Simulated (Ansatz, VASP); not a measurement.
# GaP: VASP beside Ansatz

Aim: how closely do two programs agree when they are given the same cell, functional and k mesh? The cell is taken from a series of runs on this material, whose earlier steps may have relaxed, scaled, displaced or heated it; both programs get it as it stands.

Program: Ansatz 0.2.0. Level of theory: plane waves, with VASP 6.6.1 beside it; G0W0 gap at LDA. Results are calculated unless marked as measured.

## Step 1: Starting point

The structure is tetragonal, space group I-4m2 (No. 119). The conventional cell has a = 3.931 Å, b = 3.931 Å, c = 5.363 Å, α = 90.00°, β = 90.00°, γ = 90.00°. Ga has 4 P at 2.38 Å nearest. Nearest to P lie 4 Ga at 2.38 Å. Farther neighbours are not listed.

## Step 2: Ansatz: G0W0 gap, LDA

Ansatz runs on its default PAW (the set named soft_2) files.

Quasiparticle shifts depend on high empty states and on the cores, so they are the hardest test of two PAW sets.

File input.yaml:

```yaml
crystal:
  lattice:
    - [0.0, 2.779755, 2.681685654]
    - [2.779755, 0.0, 2.681685654]
    - [2.779755, 2.779755, 0.0]
  atoms:
    - { symbol: Ga, position: [0.0, 0.0, 0.0] }
    - { symbol: P, position: [0.75, 0.75, 0.75] }
kpoints:
  mp_grid: { grid: [6, 6, 6] }
hamiltonian:
  xc: lda
scf:
  occupations: { method: fixed }
gw:
  n_empty_bands: 190
  ecut_chi: 160.0
  qp_bands: [v3, c2]
  screening: { model: contour_deformation }
```

Started as:

```
> ansatz run input.yaml --threads 14 --pin off --max-ram 73728MiB --backend cpu --events-out ev --progress --plain --runs-dir out
```

Numbers of over 12 decimals in the logs are rounded to 6 here.

What it wrote:

```text
Engine: ansatz 0.2.0, aarch64-unknown-linux-gnu
Pseudopotentials: kind: paw
Pseudopotential: Ga, paw, valence charge 13, recommended cutoff 420 eV (normal), Ga.paw.azcp
Pseudopotential: P, paw, valence charge 5, recommended cutoff 420 eV (normal), P.paw.azcp
Functional definition: SPW92
  exchange = slater_x
  correlation = pw_c
Crystal: 2 atoms, lattice volume = 41.443 Å³
Basis set: ecut = 420 eV, 829 PW (Γ)
Bands: 13, of which v1, the nominal top of the filled ones, is band 9 counted from 1 (8 counted from 0)
Symmetry: 8 space group operations
Space group: I-4m2 (ITA 119), of the structure as read, at distance tolerance 3.5e-5 Å
k-points: 30 of 216 (time reversal used)
Non-local potential: Ga, projectors of the file, l = 0: 2, l = 1: 2, l = 2: 3, l = 3: 1
Non-local potential: P, projectors of the file, l = 0: 2, l = 1: 2, l = 2: 2
PAW form: soft (Blöchl's): semilocal exchange-correlation on the pseudo side does not see the compensation charge
PAW frozen core: Ga, regenerated for the run's functional, and the local potential with it (the file was generated under x = pbe(κ = 0.804, μ = 0.219515), c = pbe(β = 0.066725))
PAW frozen core: P, regenerated for the run's functional, and the local potential with it (the file was generated under x = pbe(κ = 0.804, μ = 0.219515), c = pbe(β = 0.066725))
PAW one-centre angular grid: Ga, 590 points (default); XC on 64 Gauss nodes
PAW one-centre angular grid: P, 110 points (default); XC on 64 Gauss nodes
Initial density: superposition of atomic densities (neutral atoms: chi_scale 0, normalization atom), corrected by the library's trained network
Initial wavefunctions: pseudopotential atomic-orbital guess
Functional: x = slater, c = lda
SCF iter   1: F=—  HF=-4433.714255 eV  |F-HF|=—  |Δ(HF+E_count)|=         —  Δρ=5.98e-3  dr2=1.53e-2  ethr=1.77e-3  ⟨swp⟩=5.0  Hψ=2051  notcnv=0  defer=57
preconditioner: auto → none  [insulator: Δε(μ)=1.197 eV  Ē_g=15.394 eV  n_scr=14 (ndim 8)  ℏωp=24.5 eV  f_vac=0.014  ε∞_Penn≈3.5]
SCF iter   2: F=—  HF=-4433.709045 eV  |F-HF|=—  |Δ(HF+E_count)|=   5.21e-3  Δρ=2.88e-3  dr2=1.57e-3  ethr=8.51e-5  ⟨swp⟩=2.9  Hψ=782  notcnv=0  defer=60
SCF iter   3: F=—  HF=-4433.708638 eV  |F-HF|=—  |Δ(HF+E_count)|=   4.08e-4  Δρ=9.46e-4  dr2=2.86e-4  ethr=8.73e-6  ⟨swp⟩=2.7  Hψ=752  notcnv=0  defer=60
SCF iter   4: F=—  HF=-4433.708542 eV  |F-HF|=—  |Δ(HF+E_count)|=   9.56e-5  Δρ=3.40e-4  dr2=2.23e-5  ethr=1.59e-6  ⟨swp⟩=2.0  Hψ=721  notcnv=0  defer=59
SCF iter   5: F=—  HF=-4433.708540 eV  |F-HF|=—  |Δ(HF+E_count)|=   2.43e-6  Δρ=1.97e-5  dr2=1.06e-7  ethr=1.24e-7  ⟨swp⟩=2.9  Hψ=663  notcnv=0  defer=50
SCF iter   6: F=-4433.708540 eV  HF=-4433.708540 eV  |F-HF|=6.84e-9  |Δ(HF+E_count)|=   1.88e-8  Δρ=4.20e-6  dr2=8.25e-9  ethr=5.56e-10  ⟨swp⟩=7.1  Hψ=1848  notcnv=0
SCF 1 converged in 6 iterations: F = -4433.708540 eV  dr2 = 8.25e-9
  greatest PAW one-centre occupation: 0.994 electrons in one spin orbital (limit 2), on the Ga atom at site 0 (counted from 0), in its partial waves of l = 2
NSCF: frozen V_eff on 30 k-points
G₀W₀ screening: q 1/30
[... further progress lines ...]
NSCF: frozen V_eff on 1 k-points
NSCF: frozen V_eff on 1 k-points
[...]
SCF converged after 6 iterations
Free energy (F): -4433.708540 eV
Harris-Foulkes:  -4433.708540 eV  (|F-HF|=6.84e-9)
Internal energy: -4433.708540 eV  (E = F + TS)
E sigma→0 (E₀):  -4433.708540 eV
Fermi energy:    6.681180 eV
--- Per-component energies (eV) ---
  E_band       = -68.668252
  E_kinetic    = 185.954193
  E_local      = -2221.360173  (includes V_loc(G=0)·N_el)
  E_nonlocal   = 462.010125
  E_hartree    = 1023.278956
  E_xc         = -129.692201
  E_vxc        = -119.119422  (∫ρ·V_xc dr)
  E_paw        = -2453.163525  (= ΣΔE_a)
  E_vpaw       = -422.714017  (= ΣTr[D̂ρ^β])
  E_aug_tail   = -0.000123  (compensation charges beyond the density's cutoff)
  E_ewald      = -1302.581624
  E_core_change = 1.845831  (= ΣΔE_core)
  E_smearing   = -0.000000  (= −TS)
  E_closure    = 0.000000  (closes the sum)
  Σ components = -4433.708540   (vs F -4433.708540, Δ=0.00e0)
--- Band table (eV; the first three rows and the last of 30) ---
  k-point 0: bands = [... 5 lower, -5.7890, 6.4921, 6.4921, 6.6812, 7.9599, 10.2951, 10.3771, 10.3771]
  k-point 1: bands = [... 5 lower, -5.4437, 4.1257, 6.1046, 6.2803, 8.6868, 10.8496, 10.8886, 11.3806]
  k-point 2: bands = [... 5 lower, -4.5223, 1.3623, 5.5427, 5.7915, 8.1857, 11.1662, 11.3731, 13.8451]
  k-point 29: bands = [... 5 lower, -2.7938, -0.0343, 3.7682, 3.7682, 7.9395, 8.0256, 16.7890, 16.7890]
--- G₀W₀: contour deformation, 7 samples at zero and on the imaginary axis and 3 off it, 216 q-points, 190 empty bands' worth ---
[...]
8    11     10.9230    -7.6998    -4.6175   -12.6142  0.7580    11.2217    11.2199  root
     9     7      1.4205   -18.3701     3.1293   -14.8752  0.6997     1.0533     1.0549  root
     9     8      4.4243   -15.9230     1.8307   -13.6055  0.7412     3.9325     3.9375  root
     9     9      4.4791   -15.9109     1.8127   -13.6121  0.7419     3.9879     3.9928  root
     9    10      8.3019    -7.4393    -3.9221   -11.6213  0.7828     8.5627     8.5618  root
     9    11      9.3543    -7.3397    -4.2825   -11.8995  0.7748     9.6327     9.6315  root
    10     7      0.2503   -18.1525     3.6337   -14.1678  0.6979    -0.1025    -0.1008  root
    10     8      3.3270   -15.3786     2.2119   -12.6912  0.7239     2.8457     2.8514  root
    10     9      4.3083   -15.9100     1.8882   -13.5304  0.7397     3.8117     3.8169  root
    10    10      8.5835    -7.3994    -4.0120   -11.6637  0.7813     8.8366     8.8357  root
    10    11     10.0682    -7.6635    -4.4799   -12.4356  0.7644    10.3621    10.3605  root
    11     7      0.1804   -17.8602     3.6233   -13.8916  0.6991    -0.1661    -0.1648  root
    11     8      2.5416   -15.2488     2.6002   -12.1811  0.7092     2.0688     2.0742  root
    11     9      4.7311   -16.0347     1.7140   -13.8375  0.7450     4.2434     4.2479  root
    11    10      9.0281    -7.5606    -4.1737   -12.0268  0.7775     9.3219     9.3206  root
    11    11     12.3624    -7.8439    -5.5538   -13.7606  0.7209    12.7278    12.7253  root
    12     7     -0.2644   -17.9328     3.8326   -13.7601  0.6911    -0.6055    -0.6044  root
    12     8      4.0012   -15.8460     2.0397   -13.3106  0.7339     3.4996     3.5056  root
    12     9      4.0227   -15.8419     1.9889   -13.3565  0.7369     3.5205     3.5261  root
    12    10      8.1757    -6.8515    -3.8660   -10.8989  0.7873     8.3575     8.3571  root
    12    11      8.3642    -7.8726    -4.0025   -12.1708  0.7792     8.6612     8.6600  root
    13     7      4.3291   -17.3891     1.5653   -15.4752  0.7404     3.9782     3.9805  root
    13     8      5.4804   -16.2126     1.3461   -14.4135  0.7540     5.0241     5.0274  root
    13     9      5.4804   -16.2126     1.3461   -14.4135  0.7540     5.0241     5.0274  root
[...]
28     9      3.2904   -15.1019     2.1483   -12.4805  0.7266     2.8113     2.8172  root
    28    10      9.6768    -7.1679    -4.2596   -11.6410  0.7721     9.8909     9.8902  root
    28    11      9.7781    -8.1894    -4.5136   -13.0530  0.7615    10.1305    10.1282  root
    29     7     -0.0343   -17.9632     3.7510   -13.8740  0.6925    -0.3735    -0.3725  root
    29     8      3.7682   -15.8507     2.0766   -13.2747  0.7334     3.2629     3.2688  root
    29     9      3.7682   -15.8507     2.0766   -13.2747  0.7334     3.2629     3.2688  root
    29    10      7.9395    -6.7644    -3.8355   -10.7801  0.7872     8.1202     8.1198  root
    29    11      8.0256    -7.9333    -3.9234   -12.1424  0.7789     8.3123     8.3112  root
```

(Continued in part 2 of 2.)

[Lines on the potential files, build, host, timing and source positions are cut from VASP's logs without a mark.]

[Logs are printed without paths, hosts, clocks, repeated set-up lines and the standing remarks that a program may print on its own settings, such as how far it seeks lower states.]

[Hosts, paths, dates, database ids (printed as entryN), source tags and the programs' standing remarks are cut or masked in the printed files.]
